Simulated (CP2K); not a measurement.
# Br under changes of volume

One of the cells (28.997 Å³/atom); the others are scaled copies at fixed shape and fractional positions:

```xyz
1
Lattice="4.1050 0.0000 0.0000 2.1305 3.5089 0.0000 -3.1178 -1.7544 2.0131" Properties=species:S:1:pos:R:3 pbc="T T T"
Br    0.0000    0.0000    0.0000
```

| Item | Value |
| --- | --- |
| Program | CP2K 2026.2 |
| Functional | PBE |
| Potentials or basis | POTENTIAL_UZH Br GTH-PBE-q7; TZVP-MOLOPT-PBE-GTH basis |
| Density cutoff | 6123 eV |
| k mesh | 13 × 13 × 13 |
| Occupations | fermi-dirac, width 0.05 eV |
| Spin | no spin polarisation |

```tsv
volume (Å³/atom)	energy over the lowest point (meV/atom)	pressure (GPa)
27.257	40.63	4.6
27.837	26.04	3.5
28.417	15.07	2.6
28.997	7.33	1.7
29.577	?	?
30.157	0.09	0.3
30.737	0.00	-0.2
```

What does the run at 29.577 Å³/atom give?

Energy over the lowest point 2.44 meV/atom; pressure 1.0 GPa.

Worked out: A Birch-Murnaghan fit of order 3 (a polynomial in V^(-2/3)) to the other rows has its minimum at 30.47 Å³/atom with B0 = V·E''(V) = 31 GPa and B' = 5.2 at fixed shape and positions, which overstates the stiffness. It gives 2.44 meV/atom at 29.577 Å³/atom, against the run's 2.44, and -dE/dV = 1.0 GPa, against 1.0.

Energies are extrapolated to zero smearing.

Caveats: the basis of atomic orbitals isn't converged, which shifts pressures, moduli and gaps; an odd number of electrons without spin polarisation forces a metal; a magnetic or distorted state may lie lower.
